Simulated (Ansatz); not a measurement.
# Ti: the cost of one run

Program: Ansatz 0.2.0. Level of theory: DFT PBEsol, scalar-relativistic, plane waves, PAW. These are calculated values, not measurements.

2 further runs of the same task are left out: 2 set aside as unsound or not needed. Runs told in other sessions of the task aren't counted.

### Step 1. The system as given

The structure is cubic, space group Im-3m (No. 229). Conventional cell: a = 3.210 Å, b = 3.210 Å, c = 3.210 Å, α = 90.00°, β = 90.00°, γ = 90.00°. Ti (site symmetry m-3m) has 8 Ti at 2.78 Å in its first shell of neighbours.

Coordinates:

```cif
data_structure
_symmetry_space_group_name_H-M 'P 1'
_symmetry_Int_Tables_number 1
_cell_length_a 2.7801
_cell_length_b 2.7801
_cell_length_c 2.7801
_cell_angle_alpha 109.471
_cell_angle_beta 109.471
_cell_angle_gamma 109.471
_cell_volume 16.54
loop_
_atom_site_label
_atom_site_type_symbol
_atom_site_fract_x
_atom_site_fract_y
_atom_site_fract_z
_atom_site_occupancy
Ti1 Ti 0.00000 0.00000 0.00000 1
```

This cell was relaxed beforehand with the same method: volume 16.54 Å³/atom, gap on the mesh none (metal).

### Step 2. The reference cell

The reference gives a free energy of -2473.8047 eV, pressure 0.04 GPa, largest force 0.000 eV/Å and gap on the mesh none (metal). It was computed beforehand with the settings of the runs below.

### Step 3. Setting up a strain scan

The cell is strained by ε times the Voigt pattern (1, 0, 0, 0, 0, 0) (xx, yy, zz, yz, xz, xy; engineering shear), with fractional coordinates fixed (clamped ions). The stress on the pattern is the sum of the stress components weighted by it, tension positive.

### Step 4. At ε = -0.1000

Input file input.yaml:

```yaml
crystal:
  lattice:
    - [-1.4446044566, 1.6051160629, 1.6051160629]
    - [1.4446044566, -1.6051160629, 1.6051160629]
    - [1.4446044566, 1.6051160629, -1.6051160629]
  atoms:
    - { symbol: Ti, position: [0.0, 0.0, 0.0] }
basis:
  ecutwfc: 420
kpoints:
  mp_grid: { grid: [26, 26, 26] }
hamiltonian:
  xc: pbesol
scf:
  occupations: { method: gaussian, width: 0.15 }
output:
  forces: true
  stress: true
  eigenvalues: true
```

On the command line:

```
> ansatz run input.yaml --threads 1 --pin off --max-ram 2560MiB --backend cpu --events-out ev --progress --plain --runs-dir out
```

What time and memory should one allow on 1 thread of Intel Xeon Platinum 8375C at 2.90GHz (Ice Lake), shared host?

About 10 s, with a peak of 0.55 GiB.
